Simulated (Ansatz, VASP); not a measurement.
## KF in VASP and in Ansatz

```
CELL_PARAMETERS angstrom
3.12292 0.00000 0.00000
0.00000 3.12292 0.00000
0.00000 0.00000 3.12292
ATOMIC_POSITIONS crystal
K 0.00000 0.00000 0.00000
F 0.50000 0.50000 0.50000
```

Change from the starting cell: hydrostatic strain -1.8%.

Alike in both runs: task single point; functional r2SCAN; k mesh 8 × 8 × 8; no spin polarisation.

|  | VASP | Ansatz |
| --- | --- | --- |
| version | VASP 6.6.1 | Ansatz 0.2.0 |
| potentials or method | VASP PAW PBE potentials, release 64 (K_sv, F) | plane waves, PAW |
| plane-wave cutoff (eV) | 520 | 500 |
| occupations | gaussian, width 0.01 eV | fixed |
| valence electrons in the cell | 16 | 16 |

```csv
,VASP,Ansatz,Ansatz less VASP
gap on the k mesh at the Fermi level (eV),8.18,8.18,-0.006
pressure (GPa),2.6,2.6,-0.03
```

Caveats: the PAW data sets were made with another functional, which shifts forces and pressure a little (VASP). A k mesh can miss the band edges.
